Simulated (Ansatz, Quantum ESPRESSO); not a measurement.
## Pd: the pressure in 2 programs

The cell as given:

```
Pd
1.0
     0.00000    1.94650    1.94650
     1.94650    0.00000    1.94650
     1.94650    1.94650    0.00000
Pd
1
Direct
  0.00000 0.00000 0.00000
```

Kept alike: task relaxation of cell and atoms; functional PBEsol; k mesh 12 × 12 × 12; occupations fermi-dirac, width 0.05 eV; no spin polarisation. The mesh is that of the run's cell of 1 atom. No spin-orbit coupling.

- A: Ansatz, all-electron LAPW, scalar-relativistic
- B: Quantum ESPRESSO, GBRV 1.5 PBEsol, cutoff 707 eV

| pressure (GPa) | A: volume (Å³/atom) | B: volume (Å³/atom) |
| --- | --- | --- |
| 0 | ? | 14.592 |
| 5 | 14.204 | 14.264 |
| 10 | 13.916 | 13.979 |
| 20 | 13.432 | 13.496 |
| 30 | 13.034 | 13.097 |

Values hold for each row's relaxed cell, which stops near the pressure aimed at. The runs follow the start's structure, whether or not it is the stable one at these pressures.

**Question.** Estimate the value left open.

**Answer.** In the median of the other rows A lies -0.063 Å³/atom from the other column, which points to 14.529; the run gave 14.530 Å³/atom, +0.001 from it.
